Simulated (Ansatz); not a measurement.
SiNi3:

```xyz
4
Lattice="3.5420 0.0000 0.0000 0.0000 3.5420 0.0000 0.0000 0.0000 3.5420" Properties=species:S:1:pos:R:3 pbc="T T T"
Ni    1.7710    1.7710    0.0000
Ni    1.7710    0.0000    1.7710
Ni    0.0000    1.7710    1.7710
Si    0.0000    0.0000    0.0000
```

Base run:

- Program: Ansatz 0.2.0
- Functional: PBE
- Potentials or basis: all-electron LAPW, scalar-relativistic
- Cutoff: 283 eV (chosen from the basis error)
- Basis error allowed: 0.002 eV/atom
- k mesh: 8 × 8 × 8
- Occupations: fermi-dirac, width 0.05 eV
- Spin: collinear spin, ferromagnetic start
- Starting moments: [1.2, 1.2, 1.2, 0.0] μB
- Fixed moment: 3.6 μB

Its results: pressure 5.2 GPa; site moments Ni +1.07; Si +0.29 μB.

The run is repeated on the same cell with these changes: fixed moment from 3.6 μB to 0.8 μB; moments at the start from [1.2, 1.2, 1.2, 0.0] to [0.27, 0.27, 0.27, 0.0]. What comes out?

Pressure -5.2 GPa; site moments Ni +0.28; Si -0.00 μB.

Caveats: the total moment is fixed, so each spin has its own Fermi level.
